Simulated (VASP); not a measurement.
Input of a VASP 6.6.1 run:

The input INCAR:

```
ALGO     = Normal         # electronic algorithm
EDIFF    = 1E-6           # SCF threshold, eV
EDIFFG   = -0.01          # ionic threshold
ENCUT    = 600            # plane-wave cutoff, eV
GGA      = PS             # functional
IBRION   = 2              # ionic algorithm
ISIF     = 3              # what is computed and relaxed
ISMEAR   = 1              # smearing method
KPAR     = 4            
LASPH    = T              # aspherical terms in the spheres
LCHARG   = F              # write CHGCAR
LREAL    = F              # projectors in reciprocal space
LWAVE    = F              # write WAVECAR
NELM     = 80             # most SCF steps
NSW      = 90             # ionic steps
PREC     = Accurate       # precision mode
SIGMA    = 0.1            # smearing width, eV
```

File KPOINTS:

```
k-points
0
Gamma
  16 16 16
```

POSCAR

```
Au
1.0
    0.0000000000      2.0350000000      2.0350000000
    2.0350000000      0.0000000000      2.0350000000
    2.0350000000      2.0350000000      0.0000000000
Au
1
Direct
    0.0000000000      0.0000000000      0.0000000000
```

Potentials or basis: VASP PAW PBE potentials, release 64 (Au).

Command:

```sh
$ cat potpaw_PBE.64/Au/POTCAR > POTCAR
$ mpirun -np 4 vasp_std > vasp.out
```

**Question.** What does it give for the band gap on the k mesh?

**Answer.** None (metal or under the smearing width).

**Question.** What does it give for the relaxed cell?

**Answer.** a = 2.886 Å, b = 2.886 Å, c = 2.886 Å, α = 60.00°, β = 60.00°, γ = 60.00°.

**Question.** What does it give for the space group after relaxing (to 0.05 Å)?

**Answer.** Fm-3m (No. 225).

**Question.** Estimate the relaxed volume.

**Answer.** 17.00 Å³/atom.

Step by step:
| step | energy change (eV) | largest force (eV/Å) | pressure (GPa) | volume (Å³) |
| --- | --- | --- | --- | --- |
| 1 | 0.0000 | 0.0000 | 1.57 | 16.85 |
| 2 | 0.0014 | 0.0000 | -2.56 | 17.26 |
| 3 | -0.0007 | 0.0000 | 0.00 | 17.00 |

Caveat: the PAW data sets were made with another functional, which shifts forces and pressure a little. Spin-orbit coupling is left out, which matters for the levels of Au.
